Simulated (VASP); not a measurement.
# ZnS (P6_3/mmc) in VASP: further runs, part 2 of 2

VASP 6.6.1. The steps go on from the part before.

### Step 3. Single point, PBE

The input, INCAR:

```
SYSTEM = ZnS
PREC     = Accurate       ! precision mode
ENCUT    = 520            ! plane-wave cutoff, eV
EDIFF    = 1E-6           ! SCF threshold, eV
ISMEAR   = 0              ! smearing method
SIGMA    = 0.01           ! smearing width, eV
LREAL    = .False.        ! projectors in reciprocal space
LASPH    = .True.         ! aspherical terms in the spheres
NELM     = 100            ! most SCF steps
ALGO     = Fast           ! electronic algorithm
ISIF     = 2              ! what is computed and relaxed
LWAVE    = .False.        ! write WAVECAR
LCHARG   = .False.        ! write CHGCAR
GGA      = PE             ! functional
NBANDS   = 26             ! bands
```

The input, KPOINTS:

```
regular mesh
0
Gamma
  6 6 4
  0 0 0
```

The input, POSCAR:

```
ZnS
1.0
    3.5895904813      0.0000000000      0.0000000000
   -1.7947952406      3.1086765460      0.0000000000
    0.0000000000      0.0000000000      5.8799973210
Zn S
2 2
Direct
    0.0000000000      0.0000000000      0.0000000000
    0.0000000000      0.0000000000      0.5000000000
    0.3333333333      0.6666666667      0.2500000000
    0.6666666667      0.3333333333      0.7500000000
```

Potentials or basis: VASP PAW PBE potentials, release 64 (Zn, S).

The run is started by

```console
$ cat potpaw_PBE.64/Zn/POTCAR potpaw_PBE.64/S/POTCAR > POTCAR
$ mpirun -np 1 vasp_std > vasp.out
```

OUTCAR:

```text
SYSTEM = ZnS
   PREC = Accurate
   ENCUT = 520
   EDIFF = 1E-6
   ISMEAR = 0
   LREAL = .False.
   LASPH = .True.
   NELM = 100
   ISIF = 2
   GGA = PE

 ion  position               nearest neighbor table
   1  0.000  0.000  0.000-   3 2.54   4 2.54   3 2.54   4 2.54   4 2.54   3 2.54   2 2.94   2 2.94

   2  0.000  0.000  0.500-   3 2.54   4 2.54   3 2.54   4 2.54   4 2.54   3 2.54   1 2.94   1 2.94

   3  0.333  0.667  0.250-   1 2.54   2 2.54   1 2.54   2 2.54   1 2.54   2 2.54
   4  0.667  0.333  0.750-   1 2.54   2 2.54   1 2.54   2 2.54   1 2.54   2 2.54

  LATTYP: Found a hexagonal cell.
 ALAT       =     3.5895904813
 C/A-ratio  =     1.6380691200

  Lattice vectors:

 A1 = (   3.5895904813,   0.0000000000,   0.0000000000)
 A2 = (  -1.7947952406,   3.1086765460,   0.0000000000)
 A3 = (   0.0000000000,   0.0000000000,   5.8799973210)

Analysis of symmetry for initial positions (statically):
=====================================================================
 Subroutine PRICEL returns:
 Original cell was already a primitive cell.

 Routine SETGRP: Setting up the symmetry group for a
 hexagonal supercell.

 Subroutine GETGRP returns: Found 24 space group operations
 (whereof 12 operations were pure point group operations)
 out of a pool of 24 trial point group operations.

The static configuration has the point symmetry D_3d.
 The point group associated with its full space group is D_6h.

Analysis of symmetry for dynamics (positions and initial velocities):
=====================================================================
 Subroutine PRICEL returns:
 Original cell was already a primitive cell.

 Routine SETGRP: Setting up the symmetry group for a
 hexagonal supercell.

 Subroutine GETGRP returns: Found 24 space group operations
 (whereof 12 operations were pure point group operations)
 out of a pool of 24 trial point group operations.

The dynamic configuration has the point symmetry D_3d.
 The point group associated with its full space group is D_6h.

 Subroutine INISYM returns: Found 24 space group operations
 (whereof 12 operations are pure point group operations),
[... 119 lines left out ...]
  Thomas-Fermi vector in A             =   2.468551
   LORBIT       =      0    0 simple, 1 ext, 2 COOP (PROOUT), +10 PAW based schemes
   GGA     = PE    functional components
   LHFCALC =     F    Hartree Fock is set to
   AEXX    =    0.0000 exact exchange contribution
   IVDW    =     0    specifies the selected vdW correction
   LEPSILON=     F    determine dielectric tensor
   LRPA    =     F    only Hartree local field effects (RPA)
 non-spin polarized calculation
 RMM-DIIS sequential band-by-band and
 Gauss-broadening in eV      SIGMA  =   0.01
  energy-cutoff  :      520.00
  volume of cell :       65.61
 maximum number of plane-waves:      1786
 NGX is ok and might be reduce to    28
   NGX = 13   NGY = 13   NGZ = 21

 number of electron      36.0000027 magnetization

 Free energy of the ion-electron system (eV)
  ---------------------------------------------------
  ext. energy  EPLUGINS =         0.00000000
  ---------------------------------------------------
  free energy    TOTEN  =       -12.32594701 eV

  energy without entropy =      -12.32594701  energy(sigma->0) =      -12.32594701

 E-fermi :   4.0151     XC(G=0): -10.8239

 val. band max:        3.9595581658   @ k =   0.1667   0.0000   0.0000
 cond. band min:       4.3263502540   @ k =   0.3333   0.3333   0.0000
 fundamental gap:      0.3667920882
 Fermi energy:         4.0151067710

 k-point     1 :       0.0000    0.0000    0.0000
  band No.  band energies     occupation
      1      -9.9477      2.00000
      2      -8.2665      2.00000
      3      -3.2359      2.00000
      4      -2.7611      2.00000
      5      -2.7611      2.00000
      6      -2.6716      2.00000
[... 598 lines left out ...]
     25      13.7198      0.00000
     26      13.7198      0.00000

------------------------ aborting loop because EDIFF is reached ----------------------------------------

  FORCE on cell =-STRESS in cart. coord.  units (eV):
  Direction    XX          YY          ZZ          XY          YZ          ZX
  --------------------------------------------------------------------------------------
  -------------------------------------------------------------------------------------
  Total        1.1561717      1.1561717      1.0001038      0.0000000      0.0000000     -0.0000000
  in kB       28.2315901     28.2315901     24.4206997      0.0000000      0.0000000     -0.0000000
  external PRESSURE =      26.9612933 kB  Pullay stress =       0.0000000 kB

 VOLUME and BASIS-vectors are now :
 -----------------------------------------------------------------------------
  energy-cutoff  :      520.00
  volume of cell :       65.61
      direct lattice vectors                 reciprocal lattice vectors
     3.589590481  0.000000000  0.000000000     0.278583311  0.160840149  0.000000000
    -1.794795241  3.108676546  0.000000000     0.000000000  0.321680299  0.000000000
     0.000000000  0.000000000  5.879997321     0.000000000  0.000000000  0.170068105

 POSITION                                       TOTAL-FORCE (eV/Angst)
 -----------------------------------------------------------------------------------
      0.00000      0.00000      0.00000        -0.000000      0.000000      0.000000
      0.00000      0.00000      2.94000        -0.000000      0.000000      0.000000
     -0.00000      2.07245      1.47000         0.000000     -0.000000     -0.000000
      1.79480      1.03623      4.41000        -0.000000      0.000000     -0.000000
 -----------------------------------------------------------------------------------
    total drift:                               -0.000000     -0.000000      0.000000

  FREE ENERGIE OF THE ION-ELECTRON SYSTEM (eV)
  ---------------------------------------------------
  free  energy   TOTEN  =       -12.3259470142 eV

  energy  without entropy=      -12.3259470142  energy(sigma->0) =      -12.32594701
```

It took 18 s on 1 thread of Intel Xeon 6975P-C (Granite Rapids), shared host; peak memory 0.19 GiB.

What came out:

```yaml
Free_energy: -12.3259 eV
Pressure: 2.7 GPa
Band_gap_on_the_k_mesh: 0.37 eV, indirect (least direct gap 1.68 eV)
```

Levels at points of the mesh, in eV from the valence-band top:
| k point | band 14 | band 15 | band 16 | band 17 | band 18 | band 19 | band 20 | band 21 | band 22 | band 23 |
| --- | --- | --- | --- | --- | --- | --- | --- | --- | --- | --- |
| (0.00, 0.00, 0.00) | -0.71 | -0.71 | -0.61 | -0.11 | -0.11 | 1.57 | 3.66 | 6.64 | 6.64 | 8.37 |
| (0.50, 0.00, 0.00) | -4.59 | -3.78 | -2.55 | -2.05 | -0.11 | 2.55 | 3.45 | 4.06 | 5.59 | 7.71 |
| (0.00, 0.00, 0.50) | -3.81 | -0.36 | -0.36 | -0.36 | -0.36 | 3.69 | 3.69 | 6.82 | 6.82 | 6.82 |
| (0.50, 0.00, 0.50) | -5.41 | -1.55 | -1.55 | -1.50 | -1.50 | 2.08 | 2.08 | 5.51 | 5.51 | 8.34 |

A k mesh can miss the band edges.

### Step 4. Single point, r2SCAN

POSCAR is that of step 3.

The input, INCAR.step1:

```
  PREC = Accurate
  ENCUT = 520
  ISMEAR = 0
  SIGMA = 0.01
  LREAL = False
  LASPH = True
  NELM = 80
  NBANDS = 26
  GGA = PE
  ALGO = Normal
  EDIFF = 1E-4
  LWAVE = True
  LCHARG = False
```

The input, INCAR.step2:

```
  PREC = Accurate
  ENCUT = 520
  EDIFF = 1E-6
  ISMEAR = 0
  SIGMA = 0.01
  LREAL = False
  LASPH = True
  NELM = 80
  ALGO = Normal
  ISIF = 2
  LWAVE = False
  LCHARG = True
  METAGGA = R2SCAN
  LMIXTAU = True
  LELF = True
  LVHAR = True
  NBANDS = 26
  ISTART = 1
```

The input, KPOINTS:

```
regular mesh
0
Gamma
  6 6 4
```

The run is started by

```console
$ cat potpaw_PBE.64/Zn/POTCAR potpaw_PBE.64/S/POTCAR > POTCAR
$ cp INCAR.step1 INCAR
$ mpirun -np 1 vasp_std > vasp.out
$ cp INCAR.step2 INCAR
$ mpirun -np 1 vasp_std > vasp.out
```

It took 72 s on 1 thread of Intel Xeon 6975P-C (Granite Rapids), shared host; peak memory 0.2 GiB.

The run converged. Its results:

```yaml
Free_energy: -36.3655 eV
Pressure: 0.2 GPa
Band_gap_on_the_k_mesh: 0.81 eV, indirect (least direct gap 2.38 eV)
```

Stress tensor (GPa, compression positive):
```
0.26 0.00 0.00
0.00 0.26 0.00
0.00 0.00 0.01
```

Levels at points of the mesh, in eV from the valence-band top:
```csv
k point,band 14,band 15,band 16,band 17,band 18,band 19,band 20,band 21,band 22,band 23
"(0.00, 0.00, 0.00)",-0.72,-0.72,-0.62,-0.11,-0.11,2.26,4.26,7.19,7.19,9.10
"(0.50, 0.00, 0.00)",-4.67,-3.84,-2.61,-1.98,-0.11,2.93,3.88,4.65,6.10,8.31
"(0.00, 0.00, 0.50)",-3.81,-0.37,-0.37,-0.37,-0.37,4.32,4.32,7.36,7.36,7.36
"(0.50, 0.00, 0.50)",-5.51,-1.55,-1.55,-1.52,-1.52,2.55,2.55,5.97,5.97,8.95
```

Caveat: the PAW data sets were made with another functional, which shifts forces and pressure a little.
